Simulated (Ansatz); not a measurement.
# Calculated electrostatic potentials at the Se nuclei for Mo3Se4 at a changed volume

Cell: a structure deposited in the COD, relaxed with PBE at fixed cell and then changed (volume scaled by 0.96, ions relaxed).

Space group R-3:H (No. 148); a = 9.4160, c = 11.0585 Å, γ = 120.00°.

```
site  Wyckoff  site symmetry       x       y       z
  Mo      18f              1  0.8263  0.8477  0.3928
 Se7      18f              1  0.9567  0.6655  0.4185
Se13       6c             3.  0.0000  0.0000  0.2096
```

One atom of each set is listed; the run and its k-mesh use a cell of 14 atoms with edges of 6.57, 6.57, 6.57 Å.

The numbers come from a DFT calculation in Ansatz (PBE, plane waves and PAW, scalar-relativistic, 420 eV cutoff, Γ-centred 6×6×6 k-points, Fermi–Dirac smearing 0.05 eV).

The potential at a nucleus is that of all electrons and the other nuclei. A higher potential binds the core electrons more strongly, so differences between sites of one element are the initial-state part of core-level shifts.

Question: Rank the Se sites by the potential at the nucleus, lowest first, and give each against the lowest.
A. Se13: 3 Mo at 2.55 Å
B. Se7: 4 Mo at 2.52–2.59 Å

Answer: A (0.00 V), B (0.47 V).
